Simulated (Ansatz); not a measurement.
Input and command of a plane-wave DFT calculation in Ansatz:

```yaml
crystal:
  lattice:
    - [3.2879889935, -0.203252662, -0.3176181666]
    - [-1.8200164654, 3.0183550359, 0.2266307573]
    - [-1.1066083132, 0.2728515764, 11.0885872804]
  atoms:
    - { symbol: Sn, position: [0.0120706178, 0.0156556396, 0.4984364272] }
    - { symbol: Sn, position: [0.0014757282, 0.010972543, -0.0015050574] }
    - { symbol: O, position: [0.6657438956, 0.3331725516, 0.4120993947] }
    - { symbol: O, position: [0.6718925977, 0.3327062939, 0.0891535647] }
    - { symbol: O, position: [0.3292866532, 0.6579092958, 0.5915697869] }
    - { symbol: O, position: [0.3195305075, 0.6495836762, 0.9102458838] }
basis:
  ecutwfc: 500
kpoints:
  mp_grid: { grid: [12, 12, 2] }
hamiltonian:
  xc: r2scan
scf:
  occupations: { method: gaussian, width: 0.05 }
output:
  forces: true
  stress: true
  eigenvalues: true
```

```bash
ansatz run input.yaml --threads 2 --pin off --max-ram 5120MiB --backend cpu --events-out ev --progress --plain --runs-dir out
```

Processor: Intel(R) Xeon(R) Platinum 8375C CPU @ 2.90GHz (Ice Lake), 2 threads, on a host shared with other jobs.

Estimate time, memory and problem size.

About 38 s on 2 threads of Intel(R) Xeon(R) Platinum 8375C CPU @ 2.90GHz (Ice Lake) (shared host), peak memory 0.9 GiB. It solves 32 bands at 148 k points (the mesh reduced by symmetry) with about 2653 plane waves, in 9 SCF iterations.
